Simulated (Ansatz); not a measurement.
Runs of Ansatz 0.2.0 on CoO. It takes space group R3m (No. 160, trigonal). The conventional cell has a = 3.204 Å, b = 3.204 Å, c = 7.699 Å, α = 90.00°, β = 90.00°, γ = 120.00°. Around Co (site symmetry 3m) lie 4 O at 1.91 to 1.96 Å. O (site symmetry 3m) has 4 Co at 1.91 to 1.96 Å as nearest neighbours. Measurements of this composition are mostly on another form, of space group No. 225.

```csv
task,level,cell,points for each segment of the path,gap on the mesh (eV),pressure (GPa),moment (μB),relaxed volume (Å³/atom),largest force (eV/Å)
relaxation of cell and atoms,HSE03,relaxed,-,1.54,0.0,3.00,(a),-
single point,PBEsol0,as given,-,2.30,3.7,3.00,-,0.40
band structure,HSE03,as given,4,1.42,9.3,3.00,-,0.43
relaxation of cell and atoms,PBEsol0,relaxed,-,2.38,0.0,3.00,11.65,-
band structure,HSEsol,as given,4,1.56,3.8,3.00,-,0.40
relaxation of cell and atoms,HSEsol,relaxed,-,1.65,0.0,3.00,(b),-
```

Alike in all rows: potentials or basis Ansatz PAW; spin collinear, ferromagnetic start; k mesh 5 × 5 × 5; cutoff (eV) 420; smearing fermi-dirac 0.05 eV; the mesh is coarse, so values aren't converged.

Estimate the missing entries.

(a) 12.06; (b) 11.66.

Caveats: all runs use coarse meshes; the magnetic or orbital state may not be the lowest; a cell with one magnetic atom can't hold antiferromagnetic order, which such compounds often take; the PAW data sets come from PBE, with cores solved anew for the run's functional, which leaves a small shift of forces and pressure; odd divisions of the mesh miss points on the zone boundary, where band edges often lie, so the gap on the mesh can be too wide (some runs); the plane-wave basis is chosen anew once the cell has moved, so the energies of steps on either side of that aren't comparable (some runs); the thresholds are loose for stress (some runs).

